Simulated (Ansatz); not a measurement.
TiAl3, 4 atoms in the cell. Symmetry: I4/mmm, No. 139, tetragonal system. The conventional cell has a = 3.822 Å, b = 3.822 Å, c = 8.561 Å, α = 90.00°, β = 90.00°, γ = 90.00°. Ti (site symmetry 4/mmm) has 12 Al at 2.70 to 2.87 Å as nearest neighbours. Al (site symmetry -4m2) is surrounded by 8 Al at 2.70 to 2.87 Å and 4 Ti at 2.87 Å. Al (site symmetry 4/mmm) has 4 Ti at 2.70 Å and 8 Al at 2.87 Å as nearest neighbours. The cell comes from a database or a generator and needn't be the stable form of this composition.

- Program: Ansatz 0.2.0
- Task: single point
- Functional: PBEsol
- Potentials or basis: all-electron LAPW, scalar-relativistic
- Cutoff: 213 eV (chosen from the basis error)
- Basis error allowed: 0.001 eV/atom
- k mesh: 10 × 10 × 10
- Occupations: fermi-dirac, width 0.05 eV
- Spin: no spin polarisation

Potentials or basis: all-electron LAPW, scalar-relativistic.

Command:

```bash
$ ansatz run input.yaml --threads 2 --pin off --max-ram 8192MiB --backend cpu --events-out ev --progress --plain --runs-dir out
```

Hardware: 2 threads of AMD EPYC 9R45 96-Core Processor (Zen 5) (shared host).

**Question.** Estimate the wall time of this run.

**Answer.** Run time: 6.3 s on 2 threads of AMD EPYC 9R45 96-Core Processor (Zen 5) (shared host), peak memory 0.55 GiB. Counts: scf iterations 9, plane waves 423, k points 102, bands 27.
